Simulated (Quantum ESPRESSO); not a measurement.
## LiH: equation of state with LDA

LiH:

```
CELL_PARAMETERS angstrom
0.00000 2.03675 2.03675
2.03675 0.00000 2.03675
2.03675 2.03675 0.00000
ATOMIC_POSITIONS crystal
Li 0.00000 0.00000 0.00000
H 0.50000 0.50000 0.50000
```

| Item | Value |
| --- | --- |
| Program | Quantum ESPRESSO 7.5 |
| Task | equation of state |
| Functional | LDA |
| Potentials or basis | GBRV 1.5 LDA |
| Cutoff | 612 eV |
| Density cutoff | 4898 eV |
| k mesh | 11 × 11 × 11 |
| Occupations | fermi-dirac, width 0.05 eV |
| Spin | no spin polarisation |
| Form of the LDA correlation | PZ81 |
| Mixing beta | 0.5 |
| Most SCF iterations | 120 |
| SCF threshold | 4e-10 Ry |

```
Equilibrium volume : 7.49 Å³/atom (rough: see the caveat)
Bulk modulus       : 42 GPa (rough)
```

Energy against volume, from the lowest point:
```csv
volume (Å³/atom),energy (meV/atom)
7.942,0.00
8.111,2.69
8.280,6.06
8.449,10.05
8.618,14.59
8.787,19.64
8.956,25.15
```

All runs of the series together: 14 s on 2 threads of AMD EPYC 9R45 96-Core Processor (Zen 5) (shared host).

Caveat: the minimum lies outside the volumes run.
